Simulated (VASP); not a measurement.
## Pb: relaxation of the atoms with BLYP+D3(BJ)

Crystal: Pb.

```xyz
1
Lattice="-0.0070 2.4697 2.4484 2.4476 -0.0270 2.4684 2.4538 2.4959 -0.0332" Properties=species:S:1:pos:R:3 pbc="T T T"
Pb    0.0581    0.0106   -0.0133
```

The cell isn't the ideal one: cell strained at random at fixed volume.

```yaml
Program: VASP 6.6.1
Task: relaxation of the atoms
Functional: BLYP
Dispersion: D3(BJ)
Potentials_or_basis: VASP PAW PBE potentials, release 64 (Pb_d)
Cutoff: 520 eV
k_mesh: 9 × 9 × 9
Occupations: methfessel-paxton, width 0.1 eV
Spin: no spin polarisation
Optimiser: FIRE
Further_INCAR_settings: ALGO = Normal; EDIFF = 1.00e-06
```

```yaml
Pressure_after_relaxing: 0.7 GPa
Band_gap_on_the_k_mesh: none (metal or under the smearing width)
Dispersion_energy_per_atom: -1.000 eV
```

Stress tensor (GPa, compression positive):
```
0.89 0.00 0.19
0.00 0.61 0.79
0.19 0.79 0.65
```

Final structure:
```
Pb
1.0
    -0.00696    2.46968    2.44843
     2.44759   -0.02698    2.46845
     2.45382    2.49594   -0.03322
Pb
1
Direct
  0.98764 0.00709 0.01656
```

Levels at points of the mesh, in eV from the Fermi level:
```
           k point  band 5  band 6  band 7  band 8  band 9  band 10
(0.00, 0.00, 0.00)  -16.81  -11.66    7.13    7.33    7.61    10.20
```

Wall time 91 s on 1 thread of Intel(R) Xeon(R) Platinum 8488C (Sapphire Rapids) (shared host), peak memory 0.25 GiB.

Caveat: the relaxation stopped at its first step, so nothing moved; the PAW data sets were made with another functional, which shifts forces and pressure a little; pairwise dispersion overbinds metals, which lowers pressure and volume. The run has no spin-orbit coupling, so splittings on Pb are missing.
